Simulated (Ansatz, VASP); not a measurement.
**Ge in VASP and in Ansatz**

Contents of INCAR:

```
SYSTEM = Ge
ALGO     = Normal         ! electronic algorithm
EDIFF    = 1E-7           ! SCF threshold, eV
ENCUT    = 520            ! plane-wave cutoff, eV
ISIF     = 2              ! what is computed and relaxed
ISMEAR   = -1             ! smearing method
LASPH    = .TRUE.         ! aspherical terms in the spheres
LCHARG   = .FALSE.        ! write CHGCAR
LREAL    = .FALSE.        ! projectors in reciprocal space
LWAVE    = .FALSE.        ! write WAVECAR
NBANDS   = 21             ! bands
NELM     = 60             ! most SCF steps
PREC     = Accurate       ! precision mode
SIGMA    = 0.05           ! smearing width, eV
```

The input KPOINTS:

```
k-points
0
G
  9 9 9
  0 0 0
```

File POSCAR:

```
Ge
1.0
    0.0000000000      2.8879187856      2.8879187856
    2.8879187856      0.0000000000      2.8879187856
    2.8879187856      2.8879187856      0.0000000000
Ge
2
Direct
    0.5000000000      0.5000000000      0.5000000000
    0.7500000000      0.7500000000      0.7500000000
```

Input for Ansatz:

```yaml
crystal:
  lattice:
    - [0.0, 2.8879187866, 2.8879187866]
    - [2.8879187866, 0.0, 2.8879187866]
    - [2.8879187866, 2.8879187866, 0.0]
  atoms:
    - { symbol: Ge, position: [0.5, 0.5, 0.5] }
    - { symbol: Ge, position: [0.75, 0.75, 0.75] }
hamiltonian:
  xc: lda
  pseudopotentials:
    kind: paw
    azcp:
      Ge: "pseudopotentials/Ge.paw.azcp"
basis:
  ecutwfc: 420
  fft_grid_basis: typed
kpoints:
  mp_grid: { grid: [9, 9, 9], shift: [0, 0, 0] }
magnetization:
  spin_polarized: false
scf:
  occupations: { method: fermi_dirac, width: 0.05 }
output:
  stress: true
```

Alike in both runs: task single point; functional LDA; k mesh 9 × 9 × 9; occupations fermi-dirac, width 0.05 eV; no spin polarisation.

|  | VASP | Ansatz |
| --- | --- | --- |
| version | VASP 6.6.1 | Ansatz 0.2.0 |
| potentials or method | VASP PAW LDA potentials, release 64 (Ge_d) | plane waves (420 eV) with PAW, scalar-relativistic |
| plane-wave cutoff (eV) | 520 | 420 |
| valence electrons in the cell | 28 | 28 |

VASP gave:

* pressure (GPa): -4.7

Q: What did Ansatz give for the same quantities?

A: Pressure (GPa): -4.8.

Ansatz warned: «pseudo_functional_mismatch».
